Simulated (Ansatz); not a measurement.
# GaN (P6_3mc) in Ansatz: notebook

Aim: see how the results for GaN move with the level of theory and the settings. Levels: BLYP, SVWN5, PBE. Tasks: relaxation of cell and atoms, single point.

All numbers are computed with Ansatz 0.2.0; they aren't measurements. Logs are shortened: lines on timing, memory, paths and dates and some standing lists are left out, and cuts for length are marked.

**Experimental background.**

From “Studying electronic properties in GaN without electrical contacts using γ-γ vs e−-γ Perturbed Angular Correlations”, 2019, pmc:6823545, for a bulk crystal of GaN: band gap 3.503 ± 0.005 eV (direct).

The runs below are set against these values where they give the same quantity.

## (1) The structure

Symmetry: P6_3mc, No. 186, hexagonal system. Conventional cell: a = 3.180 Å, b = 3.180 Å, c = 5.166 Å, α = 90.00°, β = 90.00°, γ = 120.00°. Ga (site symmetry 3m) is surrounded by 4 N at 1.94 to 1.95 Å. N (site symmetry 3m) has 4 Ga at 1.94 to 1.95 Å as nearest neighbours.

## (2) Relaxation of cell and atoms, BLYP

input.yaml reads:

```yaml
crystal:
  lattice:
    - [3.18, 0.0, 0.0]
    - [-1.59, 2.753960784, 0.0]
    - [0.0, 0.0, 5.166]
  atoms:
    - { symbol: Ga, position: [0.6666666667, 0.3333333333, 0.5] }
    - { symbol: Ga, position: [0.3333333333, 0.6666666667, 0.0] }
    - { symbol: "N", position: [0.6666666667, 0.3333333333, 0.875] }
    - { symbol: "N", position: [0.3333333333, 0.6666666667, 0.375] }
hamiltonian:
  xc: blyp
  pseudopotentials: { kind: paw }
kpoints:
  mp_grid: { grid: [10, 10, 5] }
scf:
  occupations: { method: fermi_dirac, width: 0.05 }
output:
  forces: true
  stress: true
  write_density: true
  write_potential: true
  elf: true
  volumetric_format: npy
relax:
  f_tol: 0.01
  max_steps: 40
  cell: { stress_tol: 0.05 }
```

Potentials or basis: Ansatz PAW.

On the command line:

```console
ansatz run input.yaml --threads 2 --pin off --max-ram 5120MiB --backend cpu --events-out ev --progress --plain --runs-dir out
```

The log of the run:

```text
Warning: RAYON_NUM_THREADS=2 ignored (pool sized by the plan → 2); use --threads N
Engine: ansatz 0.2.0, aarch64-unknown-linux-gnu
Pseudopotentials: kind: paw
Pseudopotential: Ga, paw, valence charge 13, recommended cutoff 420 eV (normal), Ga.paw.azcp
Pseudopotential: N, paw, valence charge 5, recommended cutoff 420 eV (normal), N.paw.azcp
Functional definition: BLYP
  parameter beta = 0.0042
  parameter a = 0.04918
  parameter b = 0.132
  parameter c = 0.2533
  parameter d = 0.349
  exchange = b88_x(beta = beta)
  correlation = lyp_c(a = a, b = b, c = c, d = d)
Crystal: 4 atoms, lattice volume = 45.242 Å³
Basis set: ecut = 420 eV, 881 PW (Γ), exchange–correlation on 48×48×72 points (8 copies of the dense FFT grid, shifted against one another)
Bands: 22, of which v1, the nominal top of the filled ones, is band 18 counted from 1 (17 counted from 0)
Symmetry: 12 space group operations
Space group: P63mc (ITA 186), of the structure as read, at distance tolerance 3.6e-5 Å
k-points: 42 of 500 (time reversal used)
Non-local potential: Ga, projectors of the file, l = 0: 2, l = 1: 2, l = 2: 3, l = 3: 1
Non-local potential: N, projectors of the file, l = 0: 2, l = 1: 2, l = 2: 1
PAW form: soft (Blöchl's): semilocal exchange-correlation on the pseudo side does not see the compensation charge
PAW frozen core: Ga, regenerated for the run's functional, and the local potential with it (the file was generated under x = pbe(κ = 0.804, μ = 0.2195149727645171), c = pbe(β = 0.06672455060314922))
PAW frozen core: N, regenerated for the run's functional, and the local potential with it (the file was generated under x = pbe(κ = 0.804, μ = 0.2195149727645171), c = pbe(β = 0.06672455060314922))
PAW one-centre angular grid: Ga, 590 points (default); XC on 64 Gauss nodes
PAW one-centre angular grid: N, 110 points (default); XC on 64 Gauss nodes
Initial density: superposition of atomic densities (neutral atoms: chi_scale 0, normalization atom), corrected by the library's trained network
Initial wavefunctions: pseudopotential atomic-orbital guess
Functional: x = b88, c = lyp
SCF iter   1: F=—  HF=-8358.097195 eV  |F-HF|=—  |Δ(HF+E_count)|=         —  Δρ=1.76e-2  dr2=1.21e-1  ethr=1.77e-3  ⟨swp⟩=4.9  Hψ=3674  notcnv=0
preconditioner: auto → Resta (q_TF=auto, 2.626 Å⁻¹)  ε∞=4.9  [insulator: Δε(μ)=2.178 eV  Ē_g=16.774 eV  σ=0.050 eV  W_gap=1.00  n_scr=22 (ndim 8)  ℏωp=33.1 eV  f_vac=0.008  D(μ)=0.00/eV (n_scr^D=0)  ε∞_Penn≈4.9]
SCF iter   2: F=—  HF=-8358.063144 eV  |F-HF|=—  |Δ(HF+E_count)|=   3.41e-2  Δρ=2.57e-3  dr2=3.53e-3  ethr=3.35e-4  ⟨swp⟩=2.0  Hψ=1593  notcnv=0
SCF iter   3: F=—  HF=-8358.062534 eV  |F-HF|=—  |Δ(HF+E_count)|=   6.11e-4  Δρ=1.57e-3  dr2=1.12e-3  ethr=9.80e-6  ⟨swp⟩=2.8  Hψ=1791  notcnv=0
SCF iter   4: F=—  HF=-8358.062461 eV  |F-HF|=—  |Δ(HF+E_count)|=   7.31e-5  Δρ=6.17e-4  dr2=2.21e-4  ethr=3.11e-6  ⟨swp⟩=2.7  Hψ=1843  notcnv=0
SCF iter   5: F=—  HF=-8358.062359 eV  |F-HF|=—  |Δ(HF+E_count)|=   1.02e-4  Δρ=1.39e-4  dr2=5.93e-6  ethr=6.15e-7  ⟨swp⟩=2.0  Hψ=1674  notcnv=0
SCF iter   6: F=—  HF=-8358.062390 eV  |F-HF|=—  |Δ(HF+E_count)|=   3.06e-5  Δρ=3.44e-5  dr2=3.58e-7  ethr=1.65e-8  ⟨swp⟩=2.0  Hψ=1680  notcnv=0
SCF iter   7: F=-8358.062390 eV  HF=-8358.062390 eV  |F-HF|=1.74e-8  |Δ(HF+E_count)|=   2.31e-8  Δρ=5.76e-6  dr2=9.89e-9  ethr=2.78e-10  ⟨swp⟩=8.0  Hψ=5915  notcnv=0
SCF 1 converged in 7 iterations: F = -8358.062390 eV  dr2 = 9.89e-9
relax step   1: F+E_penalty+E_count = -8358.06238966 eV  Δ(F+E_penalty+E_count) = +0.000e0 eV  max|allowed force component| = 1.312e-1 eV/Å  Δτ_max = 0.0000 Å  P = +12.984 GPa  Ω = 45.242 Å³  (7 SCF iters, dr2 threshold 1.00e-7 eV, accepted)
Crystal: 4 atoms, lattice volume = 47.080 Å³
Basis set: ecut = 420 eV, 941 PW (Γ), exchange–correlation on 48×48×72 points (8 copies of the dense FFT grid, shifted against one another)
Initial density: handed on by an earlier stage of this run
Initial wavefunctions: those handed on with the density
iter 1 solved again at ethr=1.12e-4 eV; its pass at ethr=3.10e-3 eV (dr2=4.04e-2 eV) is discarded
SCF iter   1: F=—  HF=-8358.169260 eV  |F-HF|=—  |Δ(HF+E_count)|=         —  Δρ=8.77e-3  dr2=4.09e-2  ethr=1.12e-4  ⟨swp⟩=1.0  Hψ=4866  notcnv=0
preconditioner: auto → Resta (q_TF=auto, 2.609 Å⁻¹)  ε∞=4.9  [insulator: Δε(μ)=1.707 eV  Ē_g=16.494 eV  σ=0.050 eV  W_gap=1.00  n_scr=22 (ndim 8)  ℏωp=32.5 eV  f_vac=0.023  D(μ)=0.00/eV (n_scr^D=0)  ε∞_Penn≈4.9]
[... 54 lines left out ...]
Basis set: ecut = 420 eV, 977 PW (Γ), exchange–correlation on 48×48×72 points (8 copies of the dense FFT grid, shifted against one another)
iter 1 solved again at ethr=4.09e-7 eV; its pass at ethr=3.10e-3 eV (dr2=1.47e-4 eV) is discarded
SCF iter   1: F=—  HF=-8358.189849 eV  |F-HF|=—  |Δ(HF+E_count)|=         —  Δρ=5.23e-4  dr2=1.50e-4  ethr=4.09e-7  ⟨swp⟩=2.4  Hψ=4340  notcnv=0
preconditioner: auto → Resta (q_TF=auto, 2.596 Å⁻¹)  ε∞=4.9  [insulator: Δε(μ)=1.568 eV  Ē_g=16.290 eV  σ=0.050 eV  W_gap=1.00  n_scr=22 (ndim 8)  ℏωp=32.0 eV  f_vac=0.020  D(μ)=0.00/eV (n_scr^D=0)  ε∞_Penn≈4.9]
SCF iter   2: F=—  HF=-8358.189861 eV  |F-HF|=—  |Δ(HF+E_count)|=   1.15e-5  Δρ=1.14e-4  dr2=5.88e-6  ethr=4.09e-7  ⟨swp⟩=2.0  Hψ=1169  notcnv=0
SCF iter   3: F=—  HF=-8358.189860 eV  |F-HF|=—  |Δ(HF+E_count)|=   8.91e-7  Δρ=6.62e-5  dr2=2.09e-6  ethr=1.11e-9  ⟨swp⟩=8.0  Hψ=6317  notcnv=0
SCF iter   4: F=-8358.189860 eV  HF=-8358.189860 eV  |F-HF|=1.04e-7  |Δ(HF+E_count)|=   8.09e-8  Δρ=1.21e-5  dr2=6.67e-8  ethr=1.11e-9  ⟨swp⟩=6.0  Hψ=6146  notcnv=0
SCF 7 converged in 4 iterations: F = -8358.189860 eV  dr2 = 6.67e-8
relax step   7: F+E_penalty+E_count = -8358.18985986 eV  Δ(F+E_penalty+E_count) = +2.782e-4 eV  max|allowed force component| = 4.569e-5 eV/Å  Δτ_max = 0.0002 Å  P = +0.017 GPa  Ω = 48.558 Å³  energy of the carried Pulay correction = -4.479e-4 eV  (4 SCF iters, dr2 threshold 4.00e-7 eV, accepted)
iter 1 solved again at ethr=3.29e-8 eV; its pass at ethr=3.10e-3 eV (dr2=1.18e-5 eV) is discarded
SCF iter   1: F=—  HF=-8358.189159 eV  |F-HF|=—  |Δ(HF+E_count)|=         —  Δρ=3.47e-4  dr2=1.31e-6  ethr=3.29e-8  ⟨swp⟩=3.0  Hψ=6494  notcnv=0
preconditioner: auto → Resta (q_TF=auto, 2.596 Å⁻¹)  ε∞=4.9  [insulator: Δε(μ)=1.574 eV  Ē_g=16.290 eV  σ=0.050 eV  W_gap=1.00  n_scr=22 (ndim 8)  ℏωp=32.0 eV  f_vac=0.020  D(μ)=0.00/eV (n_scr^D=0)  ε∞_Penn≈4.9]
SCF iter   2: F=—  HF=-8358.189983 eV  |F-HF|=—  |Δ(HF+E_count)|=   8.24e-4  Δρ=1.76e-4  dr2=3.41e-7  ethr=3.63e-9  ⟨swp⟩=2.0  Hψ=1645  notcnv=0
SCF iter   3: F=—  HF=-8358.190232 eV  |F-HF|=—  |Δ(HF+E_count)|=   2.49e-4  Δρ=2.96e-5  dr2=3.17e-8  ethr=9.48e-10  ⟨swp⟩=2.0  Hψ=1656  notcnv=0
SCF iter   4: F=—  HF=-8358.190239 eV  |F-HF|=—  |Δ(HF+E_count)|=   6.84e-6  Δρ=2.09e-6  dr2=1.41e-9  ethr=8.81e-11  ⟨swp⟩=2.0  Hψ=1680  notcnv=0
SCF iter   5: F=—  HF=-8358.190239 eV  |F-HF|=—  |Δ(HF+E_count)|=   6.69e-9  Δρ=9.05e-7  dr2=4.44e-10  ethr=3.92e-12  ⟨swp⟩=2.1  Hψ=1609  notcnv=0
SCF iter   6: F=-8358.190239 eV  HF=-8358.190239 eV  |F-HF|=7.09e-11  |Δ(HF+E_count)|=  8.24e-10  Δρ=2.38e-7  dr2=1.27e-11  ethr=1.00e-12  ⟨swp⟩=4.0  Hψ=4677  notcnv=0
SCF 8 converged in 6 iterations: F = -8358.190239 eV  dr2 = 1.27e-11
relax step   8: F+E_penalty+E_count = -8358.19023914 eV  Δ(F+E_penalty+E_count) = -3.793e-4 eV  max|allowed force component| = 5.152e-5 eV/Å  Δτ_max = 0.0000 Å  P = +0.022 GPa  Ω = 48.558 Å³  stress off target by 2.44e-2 GPa  SCF on the basis re-selected at this cell (its energy is not comparable with the rows above)  (6 SCF iters)
basis re-selected at this cell: Δ(F+E_penalty+E_count) = -3.793e-4 eV, ΔP = +0.005 GPa vs the last step (what re-selecting the basis moved, of the pressure what is left beyond the Pulay correction that the steps carried, after the strain that the cell walked since its last selection, with what the two solves' SCF thresholds leave and, on support functions, any second-order correction that the steps lacked; it is no measure of the basis error at this ecutwfc). This SCF's stress stands 2.44e-2 GPa from its target on what of the cell is left free (relax.cell.stress_tol is 5.00e-2 GPa) and its largest allowed force component is 5.15e-5 eV/Å (relax.f_tol is 1.00e-2 eV/Å): within both
SCF converged after 6 iterations
Free energy (F): -8358.190239 eV
Harris-Foulkes:  -8358.190239 eV  (|F-HF|=7.09e-11)
Internal energy: -8358.190239 eV  (E = F + TS)
E sigma→0 (E₀):  -8358.190239 eV
Fermi energy:    9.993870 eV
--- Per-component energies (eV) ---
  E_band       = -28.114956
  E_kinetic    = 492.178134
  E_local      = -3997.792732  (includes V_loc(G=0)·N_el)
  E_nonlocal   = 941.946693
  E_hartree    = 1836.134081
  E_xc         = -252.487562
  E_vxc        = -260.829522  (∫ρ·V_xc dr)
  E_paw        = -4268.517865  (= ΣΔE_a)
  E_vpaw       = -875.885826  (= ΣTr[D̂ρ^β])
  E_aug_tail   = -0.000014  (compensation charges beyond the density's cutoff)
  E_ewald      = -3109.687933
  E_core_change = 0.036961  (= ΣΔE_core)
  E_smearing   = -0.000000  (= −TS)
  E_closure    = -0.000000  (closes the sum)
  Σ components = -8358.190239   (vs F -8358.190239, Δ=0.00e0)
--- Forces (eV/Å), atoms counted from 1 ---
  atom   1  Ga     0.00000000     0.00000000     0.00004459
  atom   2  Ga     0.00000000    -0.00000000     0.00004459
  atom   3  N     -0.00000000     0.00000000    -0.00005845
  atom   4  N      0.00000000    -0.00000000    -0.00005845
  max |Σ_I F_I| component: 2.77e-5 eV/Å
--- Stress (GPa, compression-positive) ---
        0.024420       0.000000      -0.000000
       -0.000000       0.024420       0.000000
       -0.000000       0.000000       0.017156
  P = ⅓ Tr σ = 0.0220 GPa (0.220 kbar)
--- Band table (eV; the first three rows and the last of 42) ---
  k-point 0: bands = ["-6.2292", "-5.6415", "-4.4246", "-4.4112", "-4.4112", "-4.3622", "-4.3622", "-4.2106", "-4.2106", "-4.1314", "-4.1314", "-2.7812", "2.5761", "8.2241", "8.2241", "9.1279", "9.1664", "9.1664", "10.7405", "13.0671", "18.1027", "18.7383"]
  k-point 1: bands = ["-6.1362", "-5.6589", "-4.4093", "-4.4093", "-4.3790", "-4.3694", "-4.3694", "-4.2004", "-4.2004", "-4.1366", "-4.1366", "-3.1163", "3.1858", "8.0420", "8.3099", "8.3099", "9.0726", "9.0726", "11.6583", "13.1402", "17.8431", "18.6864"]
  k-point 2: bands = ["-5.9218", "-5.7385", "-4.4012", "-4.4012", "-4.3859", "-4.3859", "-4.1857", "-4.1767", "-4.1767", "-4.1525", "-4.1525", "-3.7363", "4.6157", "6.3400", "8.5385", "8.5385", "8.8299", "8.8299", "12.7415", "13.1948", "17.4153", "17.6286"]
  k-point 41: bands = ["-5.5383", "-5.5309", "-4.3330", "-4.3131", "-4.3035", "-4.2695", "-4.1990", "-4.1960", "-4.1686", "-4.1619", "-2.4411", "-2.3312", "3.2930", "3.4070", "5.2041", "5.8651", "7.5286", "7.8012", "15.1155", "15.2537", "16.3159", "16.9056"]
--- Relaxed structure (6 steps of the walk, 6 accepted, 2 SCFs on fresh bases) ---
  F+E_penalty+E_count = -8358.19023914 eV   max|allowed force component| = 5.152e-5 eV/Å   (the final SCF, on the basis selected at the relaxed cell)
  cell:  # Å, volume = 48.5580 Å³
    - [3.2514082629681487, -1.3213182952975125e-18, 2.0141663352114076e-17]
    - [-1.6257041314840743, 2.8158021538050515, -1.0070831676057038e-17]
    - [3.2720702162790363e-17, -1.385926295794895e-33, 5.303803837317849]
  atoms:
    - { symbol: Ga, position: [0.6666666666666665, 0.33333333333333326, 0.4992420461100036] }
    - { symbol: Ga, position: [0.33333333333333326, 0.6666666666666665, -0.0007579538899964089] }
    - { symbol: N, position: [0.6666666666666665, 0.33333333333333326, 0.8757579538899966] }
    - { symbol: N, position: [0.33333333333333326, 0.6666666666666665, 0.37575795388999644] }
```

Run time: 30 s. Hardware: 2 threads of Arm Neoverse N1, shared host; peak memory 0.37 GiB.

What came out:

| Item | Value |
| --- | --- |
| Free energy | -8358.1902 eV |
| Relaxed volume | 12.14 Å³/atom |
| Relaxed cell | a = 3.251 Å, b = 3.251 Å, c = 5.304 Å, α = 90.00°, β = 90.00°, γ = 120.00° |
| Space group after relaxing (to 0.05 Å) | P6_3mc (No. 186) |
| Energy gained by relaxing | 32.0 meV/atom |
| Ionic steps | 8 |
| Pressure after relaxing | 0.0 GPa |
| Band gap on the k mesh | 1.57 eV, direct |

Step by step:
| step | energy change (eV) | largest force (eV/Å) | volume (Å³) |
| --- | --- | --- | --- |
| 1 | 0.0000 | 0.1312 | 45.24 |
| 2 | -0.0953 | 0.0979 | 47.08 |
| 3 | -0.1116 | 0.0481 | 48.31 |
| 4 | -0.1115 | 0.0279 | 48.44 |
| 5 | -0.1116 | 0.0033 | 48.44 |
| 6 | -0.1277 | 0.0031 | 48.44 |
| 7 | -0.1275 | 0.0001 | 48.56 |
| 8 | -0.1278 | 0.0001 | 48.56 |

Final structure:
```
Ga N
1.0
     3.25141    0.00000    0.00000
    -1.62570    2.81580    0.00000
     0.00000    0.00000    5.30380
Ga N
2 2
Direct
  0.66667 0.33333 0.49924
  0.33333 0.66667 0.99924
  0.66667 0.33333 0.87576
  0.33333 0.66667 0.37576
```

Caveat: odd divisions of the mesh miss points on the zone boundary, where band edges often lie, so the gap on the mesh can be too wide; the plane-wave basis is chosen anew once the cell has moved, so the energies of steps on either side of that aren't comparable; the pressure holds a Pulay correction of +0.6 GPa for the finite cutoff; the PAW data sets come from PBE, with cores solved anew for the run's functional, which leaves a small shift of forces and pressure.

[end of part 1 of 2]
